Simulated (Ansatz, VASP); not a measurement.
# CdS in VASP and in Ansatz

Contents of INCAR:

```
ALGO = Normal
EDIFF = 1E-6
ENCUT = 520
GGA = PE
ISIF = 2
ISMEAR = -1
LASPH = T
LCHARG = F
LREAL = F
LWAVE = F
NBANDS = 26
NELM = 100
PREC = Accurate
SIGMA = 0.02
```

The input KPOINTS:

```
k-points
0
Gamma
  12 12 4
```

Contents of POSCAR:

```
CdS
1.0
    4.1646012805      0.0000000000      0.0000000000
   -2.0823006403      3.6066505056      0.0000000000
    0.0000000000      0.0000000000      6.7660104844
Cd S
2 2
Direct
    0.3333333333      0.6666666667     -0.0009631161
    0.6666666667      0.3333333333      0.4990368839
    0.3333333333      0.6666666667      0.3759631161
    0.6666666667      0.3333333333      0.8759631161
```

Input for Ansatz:

```yaml
crystal:
  lattice:
    - [4.1646012805, 0.0, 0.0]
    - [-2.0823006403, 3.6066505056, 0.0]
    - [0.0, 0.0, 6.7660104844]
  atoms:
    - { symbol: Cd, position: [0.3333333333, 0.6666666667, -0.0009631161] }
    - { symbol: Cd, position: [0.6666666667, 0.3333333333, 0.4990368839] }
    - { symbol: S, position: [0.3333333333, 0.6666666667, 0.3759631161] }
    - { symbol: S, position: [0.6666666667, 0.3333333333, 0.8759631161] }
kpoints:
  mp_grid: { grid: [12, 12, 4] }
  band_path:
    path:
      - [0.0, 0.0, 0.0]
      - [0.5, 0.0, 0.0]
      - [0.3333333333, 0.3333333333, 0.0]
      - [0.0, 0.0, 0.5]
      - [0.5, 0.0, 0.5]
      - [0.3333333333, 0.3333333333, 0.5]
    npoints: 1
hamiltonian:
  xc: pbe
scf:
  occupations: { method: fermi_dirac, width: 0.02 }
  n_extra_bands: 5
output:
  forces: true
  stress: true
  eigenvalues: true
```

The cell was built by a generator and needn't be a form met in nature.

Alike in both runs: task single point; functional PBE; k mesh 12 × 12 × 4; occupations fermi-dirac, width 0.02 eV; no spin polarisation.

|  | VASP | Ansatz |
| --- | --- | --- |
| version | VASP 6.6.1 | Ansatz 0.2.0 |
| potentials or method | VASP PAW PBE potentials, release 64 (Cd, S) | plane waves, PAW |
| plane-wave cutoff (eV) | 520 | 420 |
| valence electrons in the cell | 36 | 52 |

VASP gave:

| Property | Result |
| --- | --- |
| gap on the k mesh at the Fermi level (eV) | 1.17 |
| pressure (GPa) | 1.7 |
| largest component of the traceless stress (GPa) | 0.05 |

Q: Which values does Ansatz return?

A: gap on the k mesh at the Fermi level (eV): 1.17; pressure (GPa): 1.4; largest component of the traceless stress (GPa): 0.05.

With one functional, cell and mesh, what is left measures potentials, basis and numerics. The two sets of potentials don't hold the same shells in valence.

A k mesh can miss the band edges.
